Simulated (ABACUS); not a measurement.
Ca:

```
CELL_PARAMETERS angstrom
0.00000 2.79420 2.79420
2.79420 0.00000 2.79420
2.79420 2.79420 0.00000
ATOMIC_POSITIONS crystal
Ca 0.00000 0.00000 0.00000
```

* Program: ABACUS 3.10.1
* Task: single point
* Functional: PBE
* Potentials or basis: PseudoDojo NC SR 0.4.1 PBE standard
* Cutoff: 925 eV
* Density cutoff: 3701 eV
* Basis: plane waves
* k mesh: 8 × 8 × 8
* Occupations: fermi-dirac, width 0.05 eV
* Spin: no spin polarisation

On this cell: pressure -0.6 GPa; band gap on the k mesh none (metal or under the smearing width).

The same run follows on a disturbed copy (cell strained at random at fixed volume):

```xyz
1
Lattice="0.0226 2.8096 2.7448 2.7525 0.0396 2.7278 2.8498 2.8899 -0.0577" Properties=species:S:1:pos:R:3 pbc="T T T"
Ca    0.0059   -0.0050    0.0069
```

Q: What does the disturbed cell give?

A: The energy (extrapolated to zero smearing) moves by +4.9 meV/atom; pressure -0.6 GPa; band gap on the k mesh none (metal or under the smearing width).

Stress tensor (GPa, compression positive):
```
-0.54 -0.61  0.41
-0.61 -0.65  0.26
 0.41  0.26 -0.50
```
